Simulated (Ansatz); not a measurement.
Relaxed structure of CH2F2 on the (001) surface of Os, one molecule per 25.9 Å² (the molecule's atoms stand last):

```yaml
crystal:
  lattice:
    - [5.46992, 0.00000, 0.00000]
    - [-2.73496, 4.73709, 0.00000]
    - [0.00000, 0.00000, 26.38055]
  atoms:
    - { symbol: Os, position: [0.33333, 0.16667, 0.30325] }
    - { symbol: Os, position: [0.33333, 0.66667, 0.30325] }
    - { symbol: Os, position: [0.83333, 0.16667, 0.30325] }
    - { symbol: Os, position: [0.83333, 0.66667, 0.30325] }
    - { symbol: Os, position: [0.16667, 0.33333, 0.38526] }
    - { symbol: Os, position: [0.16667, 0.83333, 0.38526] }
    - { symbol: Os, position: [0.66667, 0.33333, 0.38526] }
    - { symbol: Os, position: [0.66667, 0.83333, 0.38526] }
    - { symbol: Os, position: [0.33337, 0.16682, 0.46786] }
    - { symbol: Os, position: [0.33333, 0.66650, 0.46783] }
    - { symbol: Os, position: [0.83333, 0.16661, 0.46769] }
    - { symbol: Os, position: [0.83307, 0.66640, 0.46780] }
    - { symbol: Os, position: [0.16686, 0.33390, 0.54744] }
    - { symbol: Os, position: [0.16721, 0.83331, 0.54750] }
    - { symbol: Os, position: [0.66649, 0.33255, 0.54744] }
    - { symbol: Os, position: [0.66588, 0.83313, 0.54740] }
    - { symbol: F, position: [0.98623, 0.16376, 0.69385] }
    - { symbol: C, position: [0.87560, 0.88311, 0.68294] }
    - { symbol: F, position: [0.09470, 0.83800, 0.67115] }
    - { symbol: H, position: [0.73731, 0.83044, 0.64934] }
    - { symbol: H, position: [0.76634, 0.75729, 0.71661] }
```

Theory: Ansatz 0.2.0, DFT PBE+D3(BJ), scalar-relativistic, plane waves, PAW. Cutoff 420 eV; k points 4×4×1 on the computed 21-atom cell (Γ-centred); Gaussian smearing, width 0.10 eV; no spin polarisation. A dipole correction removes the field between periodic images along c.

The slab and the molecular layer are also computed alone at these places.

(1) How does the adsorption energy per molecule split into interaction and deformation?

(2) How much charge moves across the plane at z = 15.79 Å, midway between slab and molecule?

(3) How does the density difference (whole less rigid parts, positive where electrons gather), summed over the plane, run along c?

Spin polarisation was left out, and a magnetic state may lie lower.

Results:

(1) E_ads = -0.291 eV: interaction of the rigid parts -0.235 eV, deformation of the slab +0.008 eV, deformation of the molecule with its lateral interactions -0.064 eV.

(2) About 0.02 electrons a cell move down to the slab; half the integral of |Δρ| is 0.09 e.

(3)
```csv
z (Å),Δρ (e/Å)
6.01,0.000
6.30,0.000
6.45,0.000
6.74,-0.001
6.89,-0.001
7.18,0.000
7.33,0.001
7.62,0.003
7.77,0.000
8.06,-0.003
8.21,0.000
8.50,0.001
8.65,0.000
8.94,0.001
9.09,0.001
9.38,0.001
9.53,-0.001
9.82,-0.002
9.97,0.000
10.26,0.001
10.41,0.000
10.70,-0.001
10.85,0.000
11.14,0.001
11.43,0.001
11.58,0.001
11.87,-0.001
12.02,-0.001
12.31,0.002
12.46,0.001
12.75,-0.001
12.90,-0.001
13.19,-0.002
13.34,-0.002
13.63,-0.001
13.78,0.002
14.07,0.007
14.22,0.002
14.51,-0.006
14.66,0.003
14.95,0.019
15.10,0.020
15.39,0.019
15.54,0.019
15.83,0.019
15.97,0.019
16.27,0.017
16.56,0.007
16.71,-0.001
17.00,-0.024
17.15,-0.034
17.44,-0.035
17.59,-0.016
17.88,-0.005
18.03,-0.013
18.32,-0.007
18.47,-0.008
18.76,-0.006
18.91,-0.004
19.20,-0.002
19.35,-0.001
19.64,0.000
19.79,0.000
20.08,0.000
20.23,0.000
20.52,0.000
20.66,0.000
20.96,0.000
21.10,0.000
21.40,0.000
```